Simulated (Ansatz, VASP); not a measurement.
This is a calculation of Ge for Ansatz 0.2.0.

The input input.yaml:

```yaml
crystal:
  lattice:
    - [0.0, 2.82891, 2.82891]
    - [2.82891, 0.0, 2.82891]
    - [2.82891, 2.82891, 0.0]
  atoms:
    - { symbol: Ge, position: [0.75, 0.75, 0.75] }
    - { symbol: Ge, position: [0.5, 0.5, 0.5] }
hamiltonian:
  xc: pbesol
  pseudopotentials: { kind: paw }
kpoints:
  mp_grid: { grid: [8, 8, 8] }
scf:
  occupations: { method: fermi_dirac, width: 0.05 }
output:
  forces: true
  stress: true
  eigenvalues: true
```

Potentials or basis: Ansatz PAW.

Command:

```sh
$ ansatz run input.yaml --threads 1 --pin off --max-ram 3584MiB --backend cpu --events-out ev --progress --plain --runs-dir out
```

Task: Translate it to VASP 6.6.1. Potentials there: VASP PAW PBE potentials, release 64 (Ge_d).

Result: As run (the cutoff follows the program's own potentials):

INCAR

```
PREC = Accurate
ENCUT = 520
EDIFF = 1E-7
ISMEAR = -1
SIGMA = 0.05
LREAL = False
LASPH = True
NELM = 100
ALGO = Normal
ISIF = 2
LWAVE = False
LCHARG = False
GGA = PS
NBANDS = 21
```

File KPOINTS:

```
Automatic mesh
0
Gamma
  8 8 8
```

The input POSCAR:

```
Ge
1.0
    0.0000000000      2.8289100000      2.8289100000
    2.8289100000      0.0000000000      2.8289100000
    2.8289100000      2.8289100000      0.0000000000
Ge
2
Direct
    0.7500000000      0.7500000000      0.7500000000
    0.5000000000      0.5000000000      0.5000000000
```

Potentials or basis: VASP PAW PBE potentials, release 64 (Ge_d).

The run is started by

```bash
$ cat potpaw_PBE.64/Ge_d/POTCAR > POTCAR
$ mpirun -np 1 vasp_std > vasp.out
```

Both were run:

|  | VASP | Ansatz | Ansatz less VASP |
| --- | --- | --- | --- |
| gap on the k mesh at the Fermi level (eV) | none | none | - |
| pressure (GPa) | 0.5 | 0.6 | +0.10 |

A gap of «none» marks a metal or a gap that the smearing closes. The functional is the same, so the differences come from potentials, cutoffs and numerics.

Caveats: this crystal is a semiconductor, whose small gap the functional closes, so the metal is an error of the method; the PAW data sets were made with another functional, which shifts forces and pressure a little (VASP); the PAW data sets come from PBE, with cores solved anew for the run's functional, which leaves a small shift of forces and pressure (Ansatz).
